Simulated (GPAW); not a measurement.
The system is Ge.

```
Ge
1.0
     0.00000    2.82891    2.82891
     2.82891    0.00000    2.82891
     2.82891    2.82891    0.00000
Ge
2
Direct
  0.75000 0.75000 0.75000
  0.50000 0.50000 0.50000
```

Program: GPAW 26.7.0. Alike in all runs: task band structure; no spin polarisation; cell as given; k mesh 8 × 8 × 8; cutoff (eV) 600; smearing fermi-dirac 0.05 eV.

Question: Order these runs on this cell by their pressure, lowest first.
A. level LDA; potentials or basis the program's PAW data sets (release 1.2.1) made for this functional, pw; band points 100
B. level BLYP; potentials or basis PAW data sets generated in the run's folder for this functional, pw; band points 60; eigensolver davidson
C. level r2SCAN; potentials or basis GPAW PAW data sets (gpaw-data 1.2.1), pw; band points 80
D. level revPBE; potentials or basis the program's PAW data sets (release 1.2.1) made for this functional, pw; band points 60

Answer: A (-1.0 GPa), C (0.7 GPa), D (5.2 GPa), B (7.6 GPa).

Caveats: the PAW data sets were made with another functional, which shifts forces and pressure a little (some runs).

Runs at the PBE level aren't shown here.
